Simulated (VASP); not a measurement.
# Si (P6/mmm) in VASP: settings compared

One crystal, Si, is run at these levels: revPBE, BLYP; tasks: relaxation of cell and atoms.

All numbers are computed with VASP 6.6.1; they aren't measurements. Logs are shortened: lines on timing, memory, paths and dates and some standing lists are left out, and cuts for length are marked.

### 1 Starting point

It takes space group P6/mmm (No. 191, hexagonal). The conventional cell has a = 2.621 Å, b = 2.621 Å, c = 2.466 Å, α = 90.00°, β = 90.00°, γ = 120.00°. Around Si (site symmetry 6/mmm) lie 8 Si at 2.47 to 2.62 Å.

This isn't the form of Si at room conditions, which is diamond.

### 2 Relaxation of cell and atoms, revPBE

INCAR reads:

```
SYSTEM = Si
PREC = Accurate ; ENCUT = 600
EDIFF = 1E-7 ; ISMEAR = -1
SIGMA = 0.05 ; LREAL = .FALSE.
LASPH = .TRUE. ; NELM = 80
ALGO = Normal ; ISIF = 3
LWAVE = .FALSE. ; LCHARG = .FALSE.
GGA = RE ; IBRION = 2
NSW = 60 ; EDIFFG = -0.01
```

KPOINTS reads:

```
Automatic mesh
0
G
  12 12 11
  0 0 0
```

POSCAR reads:

```
Si
1.0
    2.6205428149      0.0000000000      0.0000000000
   -1.3102714075      2.2694566494      0.0000000000
    0.0000000000      0.0000000000      2.4663543900
Si
1
Direct
    0.0000000000      0.0000000000      0.0000000000
```

Potentials or basis: VASP PAW PBE potentials, release 64 (Si).

On the command line:

```
cat potpaw_PBE.64/Si/POTCAR > POTCAR
mpirun -np 1 vasp_std > vasp.out
```

OUTCAR:

```text
SYSTEM = Si
   PREC = Accurate
   ENCUT = 600
   EDIFF = 1E-7
   ISMEAR = -1
   LREAL = .FALSE.
   LASPH = .TRUE.
   NELM = 80
   ISIF = 3
   GGA = RE
   IBRION = 2
   NSW = 60
   EDIFFG = -0.01

 ion  position               nearest neighbor table
   1  0.000  0.000  0.000-

  LATTYP: Found a hexagonal cell.
 ALAT       =     2.6205428149
 C/A-ratio  =     0.9411616463

  Lattice vectors:

 A1 = (   2.6205428149,   0.0000000000,   0.0000000000)
 A2 = (  -1.3102714075,   2.2694566494,   0.0000000000)
 A3 = (   0.0000000000,   0.0000000000,   2.4663543900)

Analysis of symmetry for initial positions (statically):
=====================================================================
 Subroutine PRICEL returns:
 Original cell was already a primitive cell.

 Routine SETGRP: Setting up the symmetry group for a
 hexagonal supercell.

 Subroutine GETGRP returns: Found 24 space group operations
 (whereof 24 operations were pure point group operations)
 out of a pool of 24 trial point group operations.

The static configuration has the point symmetry D_6h.

Analysis of symmetry for dynamics (positions and initial velocities):
=====================================================================
 Subroutine PRICEL returns:
 Original cell was already a primitive cell.

 Routine SETGRP: Setting up the symmetry group for a
 hexagonal supercell.

 Subroutine GETGRP returns: Found 24 space group operations
 (whereof 24 operations were pure point group operations)
 out of a pool of 24 trial point group operations.

The dynamic configuration has the point symmetry D_6h.

 Subroutine INISYM returns: Found 24 space group operations
 (whereof 24 operations are pure point group operations),
 and found     1 'primitive' translations

----------------------------------------------------------------------------------------

                                     Primitive cell

  volume of cell :      14.6679

  direct lattice vectors                    reciprocal lattice vectors
     2.620542815  0.000000000  0.000000000     0.381600329  0.220317053  0.000000000
    -1.310271407  2.269456649  0.000000000     0.000000000  0.440634105  0.000000000
     0.000000000  0.000000000  2.466354390     0.000000000  0.000000000  0.405456736

  length of vectors
     2.620542815  2.620542815  2.466354390     0.440634105  0.440634105  0.405456736

  position of ions in fractional coordinates (direct lattice)
     0.000000000  0.000000000  0.000000000

  ion indices of the primitive-cell ions
   primitive index   ion index
                 1           1

----------------------------------------------------------------------------------------

 KPOINTS: Automatic mesh

Automatic generation of k-mesh.
 Grid dimensions read from file:
 generate k-points for:   12   12   11

 Generating k-lattice:

  Cartesian coordinates                     Fractional coordinates (reciprocal lattice)
     0.031800027  0.018359754  0.000000000     0.083333333  0.000000000  0.000000000
     0.000000000  0.036719509  0.000000000     0.000000000  0.083333333  0.000000000
     0.000000000  0.000000000  0.036859703     0.000000000  0.000000000  0.090909091

  Length of vectors
     0.036719509  0.036719509  0.036859703

  Shift w.r.t. Gamma in fractional coordinates (k-lattice)
     0.000000000  0.000000000  0.000000000

 Subroutine IBZKPT returns following result:
 ===========================================

 Found    114 irreducible k-points:

 Following reciprocal coordinates:
            Coordinates               Weight
  0.000000  0.000000  0.000000      1.000000
  0.083333  0.000000  0.000000      6.000000
  0.166667  0.000000  0.000000      6.000000
  0.250000  0.000000  0.000000      6.000000
  0.333333  0.000000  0.000000      6.000000
  0.416667  0.000000  0.000000      6.000000
[... 16 lines left out ...]
  0.250000  0.000000  0.090909     12.000000
  0.333333  0.000000  0.090909     12.000000
 [... further k-points ...]
   k-points           NKPTS =    114   k-points in BZ     NKDIM =    114   number of bands    NBANDS=      6
   number of dos      NEDOS =    301   number of ions     NIONS =      1
   total plane-waves  NPLWV =  11520
   dimension x,y,z NGX =    24 NGY =   24 NGZ =   20
   dimension x,y,z NGXF=    48 NGYF=   48 NGZF=   40
   ions per type =               1
   NGX,Y,Z   is equivalent  to a cutoff of  15.23, 15.23, 13.48 a.u.
   NGXF,Y,Z  is equivalent  to a cutoff of  30.45, 30.45, 26.96 a.u.
 SYSTEM =  Si
   PREC   = accura    normal or accurate (medium, high low for compatibility)
   ISTART =      0    job   : 0-new  1-cont  2-samecut
   ICHARG =      2    charge: 1-file 2-atom 10-const
   ISPIN  =      1    spin polarized calculation?
   LNONCOLLINEAR =      F non collinear calculations
   LSORBIT =      F    spin-orbit coupling
   LASPH  =      T    aspherical Exc in radial PAW
   ENCUT  =  600.0 eV  44.10 Ry    6.64 a.u.   5.23  5.23  4.93*2*pi/ulx,y,z
   NELM   =     80;   NELMIN=  2; NELMDL= -5     # of ELM steps
   EDIFF  = 0.1E-06   stopping-criterion for ELM
   LREAL  =      F    real-space projection
   EDIFFG = -.1E-01   stopping-criterion for IOM
   NSW    =     60    number of steps for IOM
   IBRION =      2    ionic relax: 0-MD 1-quasi-New 2-CG
   NFREE  =      1    steps in history (QN), initial steepest desc. (CG)
   ISIF   =      3    stress and relaxation
   ISYM   =      2    0-nonsym 1-usesym 2-fastsym
   POTIM  = 0.5000    time-step for ionic-motion
   TEBEG  =    0.0;   TEEND  =   0.0 temperature during run
   PSTRESS=    0.0 pullay stress
   NELECT =       4.0000    total number of electrons
   NUPDOWN=      -1.0000    fix difference up-down
   EMIN   =  10.00;   EMAX   =-10.00  energy-range for DOS
   EFERMI =   0.00;   METHOD = LEGACY
   ISMEAR =    -1;   SIGMA  =   0.05  broadening in eV -4-tet -1-fermi 0-gaus
   EFERMI_NEDOS =   21; number of points for ismear=-14 and -15
   IALGO  =     38    algorithm
   IMIX   =      4    mixing-type and parameters
     AMIX     =   0.40;   BMIX     =  1.00
     AMIX_MAG =   1.60;   BMIX_MAG =  1.00
  volume/ion in A,a.u.               =      14.67        98.98
  Fermi-wavevector in a.u.,A,eV,Ry     =   1.061627  2.006184 15.334472  1.127052
  Thomas-Fermi vector in A             =   2.197050
   LORBIT       =      0    0 simple, 1 ext, 2 COOP (PROOUT), +10 PAW based schemes
   GGA     = RE    functional components
   LHFCALC =     F    Hartree Fock is set to
   AEXX    =    0.0000 exact exchange contribution
   IVDW    =     0    specifies the selected vdW correction
   LEPSILON=     F    determine dielectric tensor
   LRPA    =     F    only Hartree local field effects (RPA)
 conjugate gradient relaxation of ions
 non-spin polarized calculation
  energy-cutoff  :      600.00
  volume of cell :       14.67
 maximum number of plane-waves:       501
 NGX is ok and might be reduce to    24
   NGX = 11   NGY = 11   NGZ =  9

--------------------------------------- Ionic step        1  -------------------------------------------

 number of electron       4.0000000 magnetization

 Free energy of the ion-electron system (eV)
  ---------------------------------------------------
  ext. energy  EPLUGINS =         0.00000000
  ---------------------------------------------------
  free energy    TOTEN  =        -4.88648036 eV

  energy without entropy =       -4.88336820  energy(sigma->0) =       -4.88492428

------------------------ aborting loop because EDIFF is reached ----------------------------------------

  FORCE on cell =-STRESS in cart. coord.  units (eV):
  Direction    XX          YY          ZZ          XY          YZ          ZX
  --------------------------------------------------------------------------------------
  -------------------------------------------------------------------------------------
  Total        0.2214641      0.2214641      0.6303313     -0.0000000     -0.0000000      0.0000000
  in kB       24.1905252     24.1905252     68.8510896     -0.0000000     -0.0000000      0.0000000
  external PRESSURE =      39.0773800 kB  Pullay stress =       0.0000000 kB
[... 195 lines left out ...]
  energy  without entropy=       -4.8912689975  energy(sigma->0) =       -4.89249977

--------------------------------------- Ionic step        7  -------------------------------------------

 number of electron       4.0000000 magnetization

 Free energy of the ion-electron system (eV)
  ---------------------------------------------------
  ext. energy  EPLUGINS =         0.00000000
  ---------------------------------------------------
  free energy    TOTEN  =        -4.89373247 eV

  energy without entropy =       -4.89127935  energy(sigma->0) =       -4.89250591

 E-fermi :   9.2839     XC(G=0): -10.9242

 val. band max:        9.2250511291   @ k =   0.3333   0.2500   0.3636
 cond. band min:       9.4426312578   @ k =   0.4167   0.1667   0.0000
 fundamental gap:      0.2175801287
 Fermi energy:         9.2838886707

 k-point     1 :       0.0000    0.0000    0.0000
  band No.  band energies     occupation
      1      -4.5248      2.00000
      2      16.6407      0.00000
      3      16.8060      0.00000
      4      19.6198      0.00000
      5      19.6198      0.00000
      6      21.5472      0.00000

 k-point     2 :       0.0833    0.0000    0.0000
  band No.  band energies     occupation
      1      -4.3324      2.00000
      2      15.9315      0.00000
      3      16.9678      0.00000
      4      18.4605      0.00000
      5      18.5187      0.00000
      6      21.5516      0.00000
[... 190 lines left out ...]
 k-point    24 :       0.3333    0.0000    0.0909
  band No.  band energies     occupation
      1      -1.2925      2.00000
      2       7.5702      2.00000
      3      15.3107      0.00000
      4      15.5621      0.00000
      5      18.4745      0.00000
      6      24.9778      0.00000

 [... further k-points ...]
[... 5 lines left out ...]
  --------------------------------------------------------------------------------------
  -------------------------------------------------------------------------------------
  Total       -0.0009379     -0.0009379     -0.0047691      0.0000000     -0.0000000      0.0000000
  in kB       -0.0991344     -0.0991344     -0.5040660      0.0000000     -0.0000000      0.0000000
  external PRESSURE =      -0.2341116 kB  Pullay stress =       0.0000000 kB
[... 16 lines left out ...]
  FREE ENERGIE OF THE ION-ELECTRON SYSTEM (eV)
  ---------------------------------------------------
  free  energy   TOTEN  =        -4.8937324674 eV

  energy  without entropy=       -4.8912793505  energy(sigma->0) =       -4.89250591

 reached required accuracy - stopping structural energy minimisation
```

Run time: 20 s. Hardware: 1 thread of Intel Xeon Platinum 8488C (Sapphire Rapids), shared host; peak memory 0.13 GiB.

What came out:

| Item | Value |
| --- | --- |
| Free energy | -4.8937 eV |
| Relaxed volume | 15.16 Å³/atom |
| Relaxed cell | a = 2.640 Å, b = 2.640 Å, c = 2.512 Å, α = 90.00°, β = 90.00°, γ = 120.00° |
| Space group after relaxing (to 0.05 Å) | P6/mmm (No. 191) |
| Energy gained by relaxing | 7.3 meV/atom |
| Ionic steps | 7 |
| Pressure after relaxing | 0.0 GPa |
| Band gap on the k mesh | none (metal or under the smearing width) |

Step by step:
| step | energy change (eV) | largest force (eV/Å) | pressure (GPa) | volume (Å³) |
| --- | --- | --- | --- | --- |
| 1 | 0.0000 | 0.0000 | 3.91 | 14.67 |
| 2 | -0.0046 | 0.0000 | -1.97 | 15.44 |
| 3 | -0.0072 | 0.0000 | 0.09 | 15.14 |
| 4 | -0.0072 | 0.0000 | 0.16 | 15.13 |
| 5 | -0.0072 | 0.0000 | 0.04 | 15.15 |
| 6 | -0.0073 | 0.0000 | 0.07 | 15.15 |
| 7 | -0.0073 | 0.0000 | -0.02 | 15.16 |

Final structure:
```
Si
1.0
     2.63968    0.00000    0.00000
    -1.31984    2.28603    0.00000
     0.00000    0.00000    2.51203
Si
1
Direct
  0.00000 0.00000 0.00000
```

Levels at points of the mesh, in eV from the Fermi level:
```
           k point  band 1  band 2  band 3  band 4  band 5  band 6
(0.00, 0.00, 0.00)  -13.81    7.36    7.52   10.34   10.34   12.26
(0.50, 0.00, 0.00)   -7.41   -6.57    5.21    6.58   12.31   14.69
```

Caveat: the PAW data sets were made with another functional, which shifts forces and pressure a little.

### 3 Relaxation of cell and atoms, BLYP

INCAR reads:

```
AGGAC    = 1.0          
AGGAX    = 1.0          
ALDAC    = 0.0          
ALDAX    = 1.0          
ALGO     = Normal         # electronic algorithm
EDIFF    = 1E-7           # SCF threshold, eV
EDIFFG   = -0.02          # ionic threshold
ENCUT    = 600            # plane-wave cutoff, eV
GGA      = B5             # functional
IBRION   = 2              # ionic algorithm
ISIF     = 3              # what is computed and relaxed
ISMEAR   = -1             # smearing method
LASPH    = T              # aspherical terms in the spheres
LCHARG   = F              # write CHGCAR
LREAL    = F              # projectors in reciprocal space
LWAVE    = F              # write WAVECAR
NELM     = 80             # most SCF steps
NSW      = 40             # ionic steps
PREC     = Accurate       # precision mode
SIGMA    = 0.05           # smearing width, eV
```

KPOINTS reads:

```
k-points
0
Gamma
  12 12 11
```

POSCAR is that of step 2.

Potentials or basis: VASP PAW PBE potentials, release 64 (Si).

On the command line:

```
cat potpaw_PBE.64/Si/POTCAR > POTCAR
mpirun -np 1 vasp_std > vasp.out
```

OUTCAR:

```text
EDIFF = 1E-7
   EDIFFG = -0.02
   ENCUT = 600
   GGA = B5
   IBRION = 2
   ISIF = 3
   ISMEAR = -1
   LASPH = T
   LREAL = F
   NELM = 80
   NSW = 40
   PREC = Accurate

 ion  position               nearest neighbor table
   1  0.000  0.000  0.000-

  LATTYP: Found a hexagonal cell.
 ALAT       =     2.6205428149
 C/A-ratio  =     0.9411616463

  Lattice vectors:

 A1 = (   2.6205428149,   0.0000000000,   0.0000000000)
 A2 = (  -1.3102714075,   2.2694566494,   0.0000000000)
 A3 = (   0.0000000000,   0.0000000000,   2.4663543900)

Analysis of symmetry for initial positions (statically):
=====================================================================
 Subroutine PRICEL returns:
 Original cell was already a primitive cell.

 Routine SETGRP: Setting up the symmetry group for a
 hexagonal supercell.

 Subroutine GETGRP returns: Found 24 space group operations
 (whereof 24 operations were pure point group operations)
 out of a pool of 24 trial point group operations.

The static configuration has the point symmetry D_6h.

Analysis of symmetry for dynamics (positions and initial velocities):
=====================================================================
 Subroutine PRICEL returns:
 Original cell was already a primitive cell.

 Routine SETGRP: Setting up the symmetry group for a
[... 137 lines left out ...]
  energy-cutoff  :      600.00
  volume of cell :       14.67
 maximum number of plane-waves:       501
 NGX is ok and might be reduce to    24
   NGX = 11   NGY = 11   NGZ =  9

--------------------------------------- Ionic step        1  -------------------------------------------

 number of electron       4.0000000 magnetization

 Free energy of the ion-electron system (eV)
  ---------------------------------------------------
  ext. energy  EPLUGINS =         0.00000000
  ---------------------------------------------------
  free energy    TOTEN  =        -4.05347959 eV

  energy without entropy =       -4.05037978  energy(sigma->0) =       -4.05192968

 E-fermi :  10.1159     XC(G=0): -10.3878

 val. band max:       10.0784926393   @ k =   0.3333   0.2500   0.4545
 cond. band min:      10.2088605148   @ k =   0.2500   0.0833   0.1818
 fundamental gap:      0.1303678754
 Fermi energy:        10.1158997085

 k-point     1 :       0.0000    0.0000    0.0000
  band No.  band energies     occupation
      1      -3.9123      2.00000
      2      17.6550      0.00000
      3      18.1384      0.00000
      4      20.3565      0.00000
      5      20.3565      0.00000
      6      22.5501      0.00000
[... 416 lines left out ...]
--------------------------------------- Ionic step        7  -------------------------------------------

 number of electron       4.0000000 magnetization

 Free energy of the ion-electron system (eV)
  ---------------------------------------------------
  ext. energy  EPLUGINS =         0.00000000
  ---------------------------------------------------
  free energy    TOTEN  =        -4.10444376 eV

  energy without entropy =       -4.10062749  energy(sigma->0) =       -4.10253562

 E-fermi :   8.7814     XC(G=0):  -9.9428

 val. band max:        8.6804797598   @ k =   0.1667   0.1667   0.2727
 cond. band min:       8.7874825124   @ k =   0.3333   0.2500   0.3636
 fundamental gap:      0.1070027526
 Fermi energy:         8.7814310797

 k-point     1 :       0.0000    0.0000    0.0000
  band No.  band energies     occupation
      1      -4.3454      2.00000
      2      15.9607      0.00000
      3      16.2133      0.00000
      4      17.8796      0.00000
      5      17.8796      0.00000
      6      20.7754      0.00000
[... 235 lines left out ...]
  FREE ENERGIE OF THE ION-ELECTRON SYSTEM (eV)
  ---------------------------------------------------
  free  energy   TOTEN  =        -4.1044437560 eV

  energy  without entropy=       -4.1006274897  energy(sigma->0) =       -4.10253562

 reached required accuracy - stopping structural energy minimisation
```

OSZICAR:

```text
N       E                     dE             d eps       ncg     rms          rms(c)
DAV:   1     0.526006968519E+00    0.52601E+00   -0.18931E+03  1446   0.575E+02
DAV:   2    -0.398034358575E+01   -0.45064E+01   -0.41937E+01  1920   0.474E+01
[... 47 lines left out ...]
   6 F= -.41044231E+01 E0= -.41025031E+01  d E =-.431749E-03
       N       E                     dE             d eps       ncg     rms          rms(c)
DAV:   1    -0.410445553751E+01   -0.32506E-04   -0.64756E-04  1494   0.138E-01    0.207E-02
DAV:   2    -0.410444802566E+01    0.75119E-05   -0.63217E-06  1680   0.225E-02    0.120E-02
DAV:   3    -0.410444372830E+01    0.42974E-05   -0.62556E-06  1530   0.141E-02    0.306E-03
DAV:   4    -0.410444375597E+01   -0.27672E-07   -0.30313E-08  1122   0.187E-03
   7 F= -.41044438E+01 E0= -.41025356E+01  d E =-.206986E-04
```

It took 34 s on 1 thread of Intel Xeon Platinum 8488C (Sapphire Rapids), shared host; peak memory 0.12 GiB.

Results:

| Item | Value |
| --- | --- |
| Free energy | -4.1044 eV |
| Relaxed volume | 16.37 Å³/atom |
| Relaxed cell | a = 2.716 Å, b = 2.716 Å, c = 2.561 Å, α = 90.00°, β = 90.00°, γ = 120.00° |
| Space group after relaxing (to 0.05 Å) | P6/mmm (No. 191) |
| Energy gained by relaxing | 51.0 meV/atom |
| Ionic steps | 7 |
| Pressure after relaxing | 0.0 GPa |
| Band gap on the k mesh | none (metal or under the smearing width) |

The path:
```
step  energy change (eV)  largest force (eV/Å)  pressure (GPa)  volume (Å³)
   1              0.0000                0.0000           10.77        14.67
   2             -0.0472                0.0000           -1.89        16.86
   3             -0.0505                0.0000            0.12        16.34
   4             -0.0505                0.0000           -0.02        16.37
   5             -0.0509                0.0000           -0.18        16.41
   6             -0.0509                0.0000           -0.17        16.41
   7             -0.0510                0.0000            0.00        16.37
```

Final structure:
```
Si
1.0
     2.71648    0.00000    0.00000
    -1.35824    2.35254    0.00000
     0.00000    0.00000    2.56145
Si
1
Direct
  0.00000 0.00000 0.00000
```

Caveat: the PAW data sets were made with another functional, which shifts forces and pressure a little.
